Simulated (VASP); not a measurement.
# LiF in VASP: one cell, several levels of theory

Rocksalt LiF, under -3.0 % biaxial strain in the (111) plane, free along [111] is computed at one geometry. Runs: PBE, r2SCAN. The results are then set beside those of Ansatz 0.2.0 for the same cell.

The runs shown are made with VASP 6.6.1. PAW datasets, plane waves. Calculated at 0 K for a non-magnetic cell.

## 1. The cell

The cell comes from an earlier relaxation with r2SCAN in another program, then strained, with the atoms relaxed again.

Space group R-3m (No. 166), trigonal; conventional cell a = 2.737 Å, c = 6.993 Å, 7.56 Å³ an atom. Li has 6 F at 1.96 Å; F has 6 Li at 1.96 Å.

Structure file:

Space group R-3m:H (No. 166). a = 2.737 Å, b = 2.737 Å, c = 6.993 Å, α = 90.00°, β = 90.00°, γ = 120.00°
```tsv
atom	site	symmetry	x	y	z
Li	3a	-3m	0.0000	0.0000	0.0000
F	3b	-3m	0.6667	0.3333	0.8333
```

## 2. PBE at this geometry

File INCAR:

```
ENCUT = 520.000000
SIGMA = 0.020000
EDIFF = 1.00e-07
GGA = PE
PREC = Accurate
IBRION = -1
ISIF = 2
ISMEAR = -1
NBANDS = 12
NELM = 120
NSW = 0
LASPH = .TRUE.
LCHARG = .FALSE.
LWAVE = .FALSE.
LREAL = .FALSE.
```

File KPOINTS:

```
KPOINTS created by Atomic Simulation Environment
0
Gamma
10 10 10
0 0 0
```

File KPOINTS_OPT:

```
special points
7
Reciprocal
0.0000000000 0.0000000000 0.0000000000 1
0.5000000000 0.0000000000 0.5000000000 1
0.6250000000 0.2500000000 0.6250000000 1
0.3750000000 0.3750000000 0.7500000000 1
0.5000000000 0.5000000000 0.5000000000 1
0.5000000000 0.2500000000 0.7500000000 1
0.0364580000 0.0364580000 0.0677080000 1
```

File POSCAR:

```
Li F
 1.0000000000000000
     0.0557395491000000    1.9907651344999999    1.9907651344999999
     1.9907651344999999    0.0557395491000000    1.9907651344999999
     1.9907651344999999    1.9907651344999999    0.0557395491000000
 Li  F
   1   1
Cartesian
  0.0000000000000000  0.0000000000000000  0.0000000000000000
  2.0186349090499993  2.0186349090499993  2.0186349090499993
```

The run uses the recommended PBE PAW datasets (10 valence electrons a neutral cell).

The run is started by

```bash
$ mpirun -np 1 vasp_std
```

Standard output, without the iteration lines:

```text
POSCAR found type information on POSCAR LiF
 POSCAR found :  2 types and       2 ions
 LDA part: xc-table for (Slater+PW92), standard interpolation
 POSCAR, INCAR and KPOINTS ok, starting setup
 FFT: planning ... GRIDC
 FFT: planning ... GRID_SOFT
 FFT: planning ... GRID
 WAVECAR not read
 entering main loop
 Start KPOINTS_OPT (optional k-point list driver)
k-point batch [1-7\7]
```

OSZICAR:

```text
N       E                     dE             d eps       ncg     rms          rms(c)
DAV:   1     0.302623777047E+02    0.30262E+02   -0.55180E+03  2944   0.854E+02
DAV:   2    -0.907177244211E+01   -0.39334E+02   -0.38586E+02  3388   0.190E+02
DAV:   3    -0.100916379516E+02   -0.10199E+01   -0.10175E+01  3620   0.260E+01
DAV:   4    -0.101013097195E+02   -0.96718E-02   -0.96714E-02  3108   0.278E+00
DAV:   5    -0.101014087648E+02   -0.99045E-04   -0.99045E-04  3600   0.217E-01    0.455E+00
DAV:   6    -0.957727874541E+01    0.52413E+00   -0.23824E+00  3176   0.981E+00    0.133E+00
DAV:   7    -0.958150515999E+01   -0.42264E-02   -0.22347E-02  3624   0.129E+00    0.848E-01
DAV:   8    -0.958793217666E+01   -0.64270E-02   -0.13922E-02  3436   0.123E+00    0.108E-01
DAV:   9    -0.958793131601E+01    0.86065E-06   -0.92352E-04  3228   0.275E-01    0.414E-02
DAV:  10    -0.958800813730E+01   -0.76821E-04   -0.11476E-04  3224   0.860E-02    0.153E-02
DAV:  11    -0.958800699867E+01    0.11386E-05   -0.59325E-06  3600   0.228E-02    0.304E-03
DAV:  12    -0.958800709718E+01   -0.98511E-07   -0.44392E-07  3316   0.579E-03
   1 F= -.95880071E+01 E0= -.95880071E+01  d E =-.404820E-12
       N       E                     dE             ncg
DAV:   1     0.808734030511E+03   -0.32684E+04      176
DAV:   2     0.503002151962E+03   -0.30573E+03      208
DAV:   3     0.494363686944E+03   -0.86385E+01      248
DAV:   4     0.494325341341E+03   -0.38346E-01      184
DAV:   5     0.494324827720E+03   -0.51362E-03      232
DAV:   6     0.494324826581E+03   -0.11391E-05      208
DAV:   7     0.494324826574E+03   -0.69813E-08      228
```

The lines after F= are the extra pass for the points of KPOINTS_OPT, at fixed density; their E is not a total energy.

From OUTCAR:

```text
k-points           NKPTS =    116   k-points in BZ     NKDIM =    116   number of bands    NBANDS=     12

   NELECT =      10.0000    total number of electrons

   dimension x,y,z NGX =    24 NGY =   24 NGZ =   24
   dimension x,y,z NGXF=    48 NGYF=   48 NGZF=   48

  energy-cutoff  :      520.00
  volume of cell :       15.12
      direct lattice vectors                 reciprocal lattice vectors
     0.055739549  1.990765134  1.990765134    -0.261961975  0.254827057  0.254827057
     1.990765134  0.055739549  1.990765134     0.254827057 -0.261961975  0.254827057
     1.990765134  1.990765134  0.055739549     0.254827057  0.254827057 -0.261961975

 k-points in reciprocal lattice and weights: KPOINTS created by Atomic Simulation Env
   0.00000000  0.00000000  0.00000000       0.001
   0.10000000  0.00000000  0.00000000       0.006
   0.20000000  0.00000000  0.00000000       0.006
   0.30000000  0.00000000  0.00000000       0.006
   0.40000000  0.00000000  0.00000000       0.006
   0.50000000  0.00000000  0.00000000       0.003
   0.10000000  0.10000000  0.00000000       0.006
   0.20000000  0.10000000  0.00000000       0.012
[... 108 more k-points ...]

 E-fermi :   0.0495

 k-point     1 :       0.0000    0.0000    0.0000
  band No.  band energies     occupation
      1     -41.2944      2.00000
      2     -20.7169      2.00000
      3      -0.6913      2.00000
      4      -0.4275      2.00000
      5      -0.4275      2.00000
      6       9.2904      0.00000
      7      23.6347      0.00000
      8      24.0424      0.00000
      9      24.6736      0.00000
     10      24.6736      0.00000
     11      25.0891      0.00000
     12      25.0891      0.00000

 k-point     2 :       0.1000    0.0000    0.0000
  band No.  band energies     occupation
      1     -41.2863      2.00000
      2     -20.6707      2.00000
      3      -0.8098      2.00000
      4      -0.6497      2.00000
      5      -0.4593      2.00000
      6       9.5762      0.00000
      7      21.6622      0.00000
      8      22.6873      0.00000
      9      23.2758      0.00000
     10      25.0107      0.00000
     11      25.9366      0.00000
     12      26.2228      0.00000

 k-point     3 :       0.2000    0.0000    0.0000
  band No.  band energies     occupation
      1     -41.2651      2.00000
      2     -20.5454      2.00000
      3      -1.5407      2.00000
      4      -0.7419      2.00000
      5      -0.5408      2.00000
      6      10.1882      0.00000
      7      19.1286      0.00000
      8      21.1149      0.00000
      9      21.6186      0.00000
     10      26.2968      0.00000
     11      26.9928      0.00000
     12      27.6950      0.00000

 k-point     4 :       0.3000    0.0000    0.0000
  band No.  band energies     occupation
      1     -41.2390      2.00000
      2     -20.3831      2.00000
      3      -2.3928      2.00000
      4      -0.8107      2.00000
      5      -0.6382      2.00000
      6      10.6154      0.00000
      7      17.7102      0.00000
      8      19.7703      0.00000
      9      20.2544      0.00000
     10      28.0021      0.00000
     11      28.5491      0.00000
     12      29.5520      0.00000

 k-point     5 :       0.4000    0.0000    0.0000
  band No.  band energies     occupation
      1     -41.2179      2.00000
      2     -20.2451      2.00000
      3      -3.0336      2.00000
      4      -0.8622      2.00000
      5      -0.7144      2.00000
      6      10.6478      0.00000
      7      17.3272      0.00000
      8      18.8879      0.00000
      9      19.3815      0.00000
     10      29.8957      0.00000
     11      30.3013      0.00000
     12      31.4796      0.00000

 k-point     6 :       0.5000    0.0000    0.0000
  band No.  band energies     occupation
      1     -41.2098      2.00000
      2     -20.1904      2.00000
      3      -3.2696      2.00000
      4      -0.8812      2.00000
      5      -0.7429      2.00000
      6      10.5876      0.00000
      7      17.3293      0.00000
      8      18.5803      0.00000
      9      19.0828      0.00000
     10      31.1648      0.00000
     11      31.2258      0.00000
     12      32.4466      0.00000

[... the tables of k-points 7 to 116 left out ...]

  Total        0.8112483      0.8112483      0.8112483     -0.1953826     -0.1953826     -0.1953826
  in kB       85.9811379     85.9811379     85.9811379    -20.7078673    -20.7078673    -20.7078673
  external PRESSURE =      85.9811379 kB  Pullay stress =       0.0000000 kB

 POSITION                                       TOTAL-FORCE (eV/Angst)
 -----------------------------------------------------------------------------------
      0.00000      0.00000      0.00000         0.000000     -0.000000      0.000000
      2.01863      2.01863      2.01863        -0.000000      0.000000     -0.000000
 -----------------------------------------------------------------------------------
    total drift:                               -0.000000     -0.000000      0.000000

  FREE ENERGIE OF THE ION-ELECTRON SYSTEM (eV)
  ---------------------------------------------------
  free  energy   TOTEN  =        -9.5880070972 eV

  energy  without entropy=       -9.5880070972  energy(sigma->0) =       -9.58800710
```

Hardware: 1 MPI rank of Intel Xeon Platinum 8488C, shared host.

The levels at the points of KPOINTS_OPT are read from vasprun.xml.

Levels at the named points, in eV from the top of band v (v: the last filled band by count, c: the next):

| point | v−1 | v | c | c+1 |
| --- | --- | --- | --- | --- |
| Γ | 0.00 | 0.00 | 9.72 | 24.06 |
| X | -1.34 | -1.07 | 15.44 | 16.72 |
| U | -1.87 | -0.79 | 14.95 | 15.58 |
| K | -1.87 | -0.79 | 14.95 | 15.58 |
| L | -0.21 | -0.21 | 11.30 | 17.11 |
| W | -2.38 | -0.96 | 15.38 | 15.78 |

The PBE gap is 9.72 eV, direct at Γ. Pressure: 8.60 GPa; the forces vanish within 0.01 eV/Å.

## 3. r2SCAN

File INCAR:

```
ENCUT = 520.000000
SIGMA = 0.010000
EDIFF = 1.00e-07
ALGO = Normal
METAGGA = R2SCAN
PREC = Accurate
IBRION = -1
ISIF = 2
ISMEAR = 0
NBANDS = 12
NELM = 120
NSW = 0
LASPH = .TRUE.
LCHARG = .FALSE.
LWAVE = .FALSE.
LREAL = .FALSE.
```

KPOINTS is that of step 2.

KPOINTS_OPT is that of step 2.

POSCAR is that of step 2.

The run is started by

```bash
$ mpirun -np 1 vasp_std
```

Printed to the terminal (iteration lines stand in OSZICAR):

```text
POSCAR found type information on POSCAR LiF
 POSCAR found :  2 types and       2 ions
 -----------------------------------------------------------------------------
|                                                                             |
|                                                                             |
|     You enforced a specific xc type in the INCAR file but a different       |
|     I HOPE YOU KNOW WHAT YOU ARE DOING!                                     |
|                                                                             |
 -----------------------------------------------------------------------------

 LDA part: xc-table for (None), standard interpolation
 POSCAR, INCAR and KPOINTS ok, starting setup
 FFT: planning ... GRIDC
 FFT: planning ... GRID_SOFT
 FFT: planning ... GRID
 WAVECAR not read
 entering main loop
 Start KPOINTS_OPT (optional k-point list driver)
k-point batch [1-7\7]
```

OSZICAR:

```text
N       E                     dE             d eps       ncg     rms          rms(c)
DAV:   1     0.271844928605E+02    0.27184E+02   -0.56372E+03  2936   0.873E+02
DAV:   2    -0.138699153906E+02   -0.41054E+02   -0.40274E+02  3360   0.197E+02
DAV:   3    -0.149459896543E+02   -0.10761E+01   -0.10733E+01  3768   0.273E+01
DAV:   4    -0.149554727315E+02   -0.94831E-02   -0.94825E-02  3192   0.282E+00
DAV:   5    -0.149555660019E+02   -0.93270E-04   -0.93270E-04  3780   0.213E-01    0.389E+00
DAV:   6    -0.118906864315E+02    0.30649E+01   -0.66224E-01  2856   0.624E+00    0.153E+00
DAV:   7    -0.118870192546E+02    0.36672E-02   -0.49724E-01  3352   0.508E+00    0.120E+00
DAV:   8    -0.120273928443E+02   -0.14037E+00   -0.10769E+00  3028   0.715E+00    0.266E+00
DAV:   9    -0.118860609639E+02    0.14133E+00   -0.71856E-01  2968   0.558E+00    0.105E-01
DAV:  10    -0.118852969615E+02    0.76400E-03   -0.63390E-03  3268   0.820E-01    0.123E-01
DAV:  11    -0.118852254854E+02    0.71476E-04   -0.16903E-04  3232   0.119E-01    0.692E-02
DAV:  12    -0.118851282831E+02    0.97202E-04   -0.54339E-04  3148   0.160E-01    0.568E-03
DAV:  13    -0.118851273462E+02    0.93692E-06   -0.56921E-06  3764   0.214E-02    0.121E-03
DAV:  14    -0.118851271272E+02    0.21900E-06   -0.10508E-07  3484   0.301E-03    0.557E-04
DAV:  15    -0.118851270577E+02    0.69503E-07   -0.35240E-08  1732   0.137E-03
   1 F= -.11885127E+02 E0= -.11885127E+02  d E =-.179581E-35
       N       E                     dE             ncg
DAV:   1     0.749008761782E+03   -0.33281E+04      176
DAV:   2     0.427659985652E+03   -0.32135E+03      208
DAV:   3     0.418321892677E+03   -0.93381E+01      244
DAV:   4     0.418274383560E+03   -0.47509E-01      192
DAV:   5     0.418273554431E+03   -0.82913E-03      236
DAV:   6     0.418273524552E+03   -0.29879E-04      204
DAV:   7     0.418273523506E+03   -0.10459E-05      232
DAV:   8     0.418273523471E+03   -0.35472E-07      212
```

From OUTCAR:

```text
k-points           NKPTS =    116   k-points in BZ     NKDIM =    116   number of bands    NBANDS=     12

   NELECT =      10.0000    total number of electrons

   dimension x,y,z NGX =    24 NGY =   24 NGZ =   24
   dimension x,y,z NGXF=    48 NGYF=   48 NGZF=   48

  energy-cutoff  :      520.00
  volume of cell :       15.12
      direct lattice vectors                 reciprocal lattice vectors
     0.055739549  1.990765134  1.990765134    -0.261961975  0.254827057  0.254827057
     1.990765134  0.055739549  1.990765134     0.254827057 -0.261961975  0.254827057
     1.990765134  1.990765134  0.055739549     0.254827057  0.254827057 -0.261961975

 k-points in reciprocal lattice and weights: KPOINTS created by Atomic Simulation Env
   0.00000000  0.00000000  0.00000000       0.001
   0.10000000  0.00000000  0.00000000       0.006
   0.20000000  0.00000000  0.00000000       0.006
   0.30000000  0.00000000  0.00000000       0.006
   0.40000000  0.00000000  0.00000000       0.006
   0.50000000  0.00000000  0.00000000       0.003
   0.10000000  0.10000000  0.00000000       0.006
   0.20000000  0.10000000  0.00000000       0.012
[... 108 more k-points ...]

 E-fermi :  -0.9669

 k-point     1 :       0.0000    0.0000    0.0000
  band No.  band energies     occupation
      1     -43.0814      2.00000
      2     -22.4601      2.00000
      3      -1.3177      2.00000
      4      -1.0511      2.00000
      5      -1.0511      2.00000
      6       9.9040      0.00000
      7      24.1715      0.00000
      8      25.5316      0.00000
      9      25.6434      0.00000
     10      25.6434      0.00000
     11      26.2689      0.00000
     12      26.2689      0.00000

 k-point     2 :       0.1000    0.0000    0.0000
  band No.  band energies     occupation
      1     -43.0736      2.00000
      2     -22.4158      2.00000
      3      -1.4290      2.00000
      4      -1.2738      2.00000
      5      -1.0845      2.00000
      6      10.1783      0.00000
      7      22.4149      0.00000
      8      23.6978      0.00000
      9      24.4037      0.00000
     10      25.9431      0.00000
     11      27.1131      0.00000
     12      27.2138      0.00000

 k-point     3 :       0.2000    0.0000    0.0000
  band No.  band energies     occupation
      1     -43.0528      2.00000
      2     -22.2962      2.00000
      3      -2.1443      2.00000
      4      -1.3733      2.00000
      5      -1.1701      2.00000
      6      10.7623      0.00000
      7      19.8296      0.00000
      8      22.1477      0.00000
      9      22.6970      0.00000
     10      27.1097      0.00000
     11      28.2594      0.00000
     12      28.4847      0.00000

 k-point     4 :       0.3000    0.0000    0.0000
  band No.  band energies     occupation
      1     -43.0273      2.00000
      2     -22.1418      2.00000
      3      -2.9911      2.00000
      4      -1.4471      2.00000
      5      -1.2726      2.00000
      6      11.1422      0.00000
      7      18.4401      0.00000
      8      20.7541      0.00000
      9      21.2686      0.00000
     10      28.8839      0.00000
     11      29.7821      0.00000
     12      30.3559      0.00000

 k-point     5 :       0.4000    0.0000    0.0000
  band No.  band energies     occupation
      1     -43.0066      2.00000
      2     -22.0109      2.00000
      3      -3.6310      2.00000
      4      -1.5027      2.00000
      5      -1.3530      2.00000
      6      11.1257      0.00000
      7      18.1238      0.00000
      8      19.8325      0.00000
      9      20.3526      0.00000
     10      30.9091      0.00000
     11      31.4816      0.00000
     12      32.3550      0.00000

 k-point     6 :       0.5000    0.0000    0.0000
  band No.  band energies     occupation
      1     -42.9987      2.00000
      2     -21.9592      2.00000
      3      -3.8670      2.00000
      4      -1.5232      2.00000
      5      -1.3831      2.00000
      6      11.0474      0.00000
      7      18.1582      0.00000
      8      19.5120      0.00000
      9      20.0393      0.00000
     10      32.0924      0.00000
     11      32.5556      0.00000
     12      33.3771      0.00000

[... the tables of k-points 7 to 116 left out ...]

  Total        0.3405722      0.3405722      0.3405722     -0.2028787     -0.2028787     -0.2028787
  in kB       36.0959548     36.0959548     36.0959548    -21.5023501    -21.5023501    -21.5023501
  external PRESSURE =      36.0959548 kB  Pullay stress =       0.0000000 kB

 POSITION                                       TOTAL-FORCE (eV/Angst)
 -----------------------------------------------------------------------------------
      0.00000      0.00000      0.00000        -0.000000      0.000000      0.000000
      2.01863      2.01863      2.01863         0.000000     -0.000000     -0.000000
 -----------------------------------------------------------------------------------
    total drift:                               -0.000000     -0.000000      0.000000

  FREE ENERGIE OF THE ION-ELECTRON SYSTEM (eV)
  ---------------------------------------------------
  free  energy   TOTEN  =       -11.8851270577 eV

  energy  without entropy=      -11.8851270577  energy(sigma->0) =      -11.88512706
```

Hardware: 1 MPI rank of Intel Xeon Platinum 8488C, shared host.

The levels at the points of KPOINTS_OPT are read from vasprun.xml.

Near the gap, in eV above the top of the last filled band v; c is the band after it:

| point | v−1 | v | c | c+1 |
| --- | --- | --- | --- | --- |
| Γ | 0.00 | 0.00 | 10.96 | 25.22 |
| X | -1.36 | -1.08 | 16.74 | 17.72 |
| U | -1.87 | -0.81 | 16.14 | 16.85 |
| K | -1.87 | -0.81 | 16.14 | 16.85 |
| L | -0.23 | -0.23 | 12.41 | 18.55 |
| W | -2.38 | -0.96 | 16.61 | 17.02 |

The r2SCAN gap is 10.96 eV, direct at Γ. The pressure is 3.61 GPa; the forces vanish within 0.01 eV/Å.

## 4. What came out

```
 level  gap (eV)  pressure (GPa)  Ansatz: gap (eV)  Ansatz: pressure (GPa)
   PBE      9.72            8.60              9.71                    9.04
r2SCAN     10.96            3.61             10.72                    4.28
```

**Reading.** The gap spans 9.72 eV (PBE) to 10.96 eV (r2SCAN). At this one volume the pressure spans 3.6 GPa (r2SCAN) to 8.6 GPa (PBE): PBE wants the largest cell and r2SCAN the smallest. The two programs agree on the gap within 0.25 eV, far less than the spread between functionals. The two codes have different PAW datasets and cutoffs.
